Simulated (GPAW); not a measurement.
## How the form of the self-energy moves the gap of LiBr (Fm-3m)

Aim: compare treatments of exchange, screening and correlation for the gap of LiBr (Fm-3m).

Program: GPAW 26.7.0. Level of theory: PBE and many-body steps on it, plane waves. Results are calculated unless marked as measured.

Most raw output is cut from this account.

### 1. Starting point

Symmetry: Fm-3m, No. 225, cubic system. Conventional cell: a = 5.501 Å, b = 5.501 Å, c = 5.501 Å, α = 90.00°, β = 90.00°, γ = 90.00°. Nearest to Li lie 6 Br at 2.75 Å. Br has 6 Li at 2.75 Å nearest. Farther neighbours and most contacts between anions are not listed.

Coordinates:

```
Li Br
1.0
     0.00000    2.75065    2.75065
     2.75065    0.00000    2.75065
     2.75065    2.75065    0.00000
Li Br
1 1
Direct
  0.00000 0.00000 0.00000
  0.50000 0.50000 0.50000
```

The cell and positions come from the Crystallography Open Database and are kept as given unless a step says otherwise.

### 2. Empty states on the mesh, 6×6×6 mesh, 228 bands

This step: GPAW 26.7.0; DFT, PBE, plane waves, PAW.

The sums over transitions need many empty states on a uniform mesh; this step solves for them.

run.py

```python
import json
import numpy as np
from gpaw.mpi import world
from gpaw import GPAW

calc = GPAW('gs.gpw').fixed_density(kpts={'size': (6, 6, 6), 'gamma': True},
    parallel={'domain': 1, 'band': 1},
    txt='nscf.txt')
calc.diagonalize_full_hamiltonian(nbands=228)
calc.write('full.gpw', mode='all')
res = {}
kpts = calc.get_ibz_k_points()
res['kpts'] = kpts
res['eigenvalues'] = [calc.get_eigenvalues(kpt=k) for k in range(len(kpts))]
res['n_electrons'] = calc.get_number_of_electrons()

if world.rank == 0:
    with open('result.json', 'w') as f:
        json.dump(res, f, default=lambda x: x.tolist())
```

The run is started by

```console
$ mpirun -n 4 gpaw python run.py
```

Wall time 25 s (4 MPI ranks of Arm Neoverse N1, shared host); peak memory 1.5 GiB; 1.7 min of CPU time.

This step gave:

| Quantity | Value |
| --- | --- |
| gap | 4.936 eV |
| k of the valence top | 0, 0, 0 |
| k of the conduction bottom | 0, 0, 0 |
| least direct gap | 4.936 eV |
| k points computed | 16 |
| lowest point of the top converged band, above the valence top | 168.0689 eV |

On this mesh the gap is 4.936 eV.

### 3. G0W0, Godby-Needs plasmon pole

G0W0 replaces the xc potential by the self-energy, built once from these orbitals. Only a window of levels is corrected, while the sums run over the empty bands that the input names.

This step: G0W0 with a vertex from the rALDA kernel on PBE, plane waves, PAW.

run.py

```python
import json
import numpy as np
from gpaw.mpi import world
from gpaw.response.g0w0 import G0W0

gw = G0W0('full.gpw',
    filename='gw',
    kpts=[0],
    bands=(2, 6),
    ecut=175,
    nbands=218,
    integrate_gamma='WS',
    ppa=True,
    xc='rALDA',
    fxc_mode=None,
    fxc_modes=['GWP', 'GWS', 'GWG'],
    do_GW_too=True)
gw.calculate()
res = {mode: {k: v for k, v in r.items() if k != 'sigma_eskwn'}
       for mode, r in gw.all_results.items()}

if world.rank == 0:
    with open('result.json', 'w') as f:
        json.dump(res, f, default=lambda x: x.tolist())
```

The run is started by

```console
$ mpirun -n 4 gpaw python run.py
```

The job ended after 17 min (4 MPI ranks; peak memory 3.7 GiB).

Numbers from this step:

| Quantity | Value |
| --- | --- |
| gap with the vertex in the polarisability | 6.970 eV |
| gap with the vertex in the self-energy | 7.338 eV |
| gap with the vertex in both | 7.158 eV |
| G0W0 gap on the points computed | 7.165 eV |
| least direct G0W0 gap on the computed points | 7.165 eV |
| Z at the valence top | 0.8128 |
| Z at the conduction bottom | 0.8458 |
| starting gap on the mesh | 4.936 eV |
| k of the valence top | 0, 0, 0 |
| k of the conduction bottom | 0, 0, 0 |

The gap on the mesh goes from 4.94 eV to 7.16 eV, a correction of +2.23 eV.

### 4. G0W0 with rALDA vertex

run.py, as its differences from that of step 3:

```diff
@@ -9,4 +9,4 @@
     bands=(2, 6),
-    ecut=175,
-    nbands=218,
+    ecut=105,
+    nbands=101,
     integrate_gamma='WS',
@@ -14,5 +14,3 @@
     xc='rALDA',
-    fxc_mode=None,
-    fxc_modes=['GWP', 'GWS', 'GWG'],
-    do_GW_too=True)
+    fxc_mode='GWG')
 gw.calculate()
```

The run is started by

```console
$ mpirun -n 4 gpaw python run.py
```

Run time: 4 min. Hardware: 4 MPI ranks; peak memory 2.3 GiB.

This step gave:

```yaml
quasiparticle_gap_on_the_points_computed: 7.126 eV
least_direct_quasiparticle_gap_on_the_computed_points: 7.126 eV
z_at_the_valence_top: 0.8182
z_at_the_conduction_bottom: 0.8562
starting_gap_on_the_mesh: 4.936 eV
k_of_the_valence_top: 0, 0, 0
k_of_the_conduction_bottom: 0, 0, 0
```

Against G0W0 in GPAW (6×6×6 mesh, 218 bands, screening to 175 eV, Godby-Needs plasmon pole), the gap moves by −0.039 eV.

### 5. Side by side

Times are wall times on 4 MPI ranks of Arm Neoverse N1, shared host, good to a factor of about two.

```
                           run   mesh  bands  screening cutoff (eV)  DFT gap (eV)  gap on the mesh (eV)  direct (eV)    time
G0W0, Godby-Needs plasmon pole  6×6×6    218                    175         4.936                 7.165        7.165  17 min
        G0W0 with rALDA vertex  6×6×6    101                    105         4.936                 7.126        7.126   4 min
```

### 6. Results

```
G0W0, Godby-Needs plasmon pole : 7.165 eV
G0W0 with rALDA vertex         : 7.126 eV
known limits                   : not at the basis limit; no spin-orbit coupling
```

In words: G0W0 with rALDA vertex: −0.039 eV against G0W0, Godby-Needs plasmon pole, at other bands or cutoff, so not like for like. With the rALDA kernel as a vertex the gap is 6.97 eV (in the polarisability), 7.34 eV (in the self-energy) and 7.16 eV (in both), against 7.16 eV without. Bands and cutoff are finite, so the gap is not at the basis limit. The miss can reach some tenths of an eV and take either sign; the mesh is an error of its own. These stock PAW sets were not made for GW; the filled d or f shell of Br lies in the frozen core, which bears on start and correction. In the G0W0 runs levels were corrected at 1 k point alone, so a gap called «on the mesh» is the least over those, and an edge elsewhere would be missed. The many-body steps are scalar-relativistic: spin-orbit coupling is not in them.

[Paths, hosts, dates, memory and timing lines, banners, echoed tables and standing remarks are left out of the program output.]

[Logs are printed without paths, hosts, clocks, repeated set-up lines and the standing remarks that a program may print on its own settings, such as how far it seeks lower states.]

[Runs of the session that timed out or met a known fault of the program may be left out.]

[Hosts, paths, dates, database ids (printed as entryN), source tags and the programs' standing remarks are cut or masked in the printed files.]
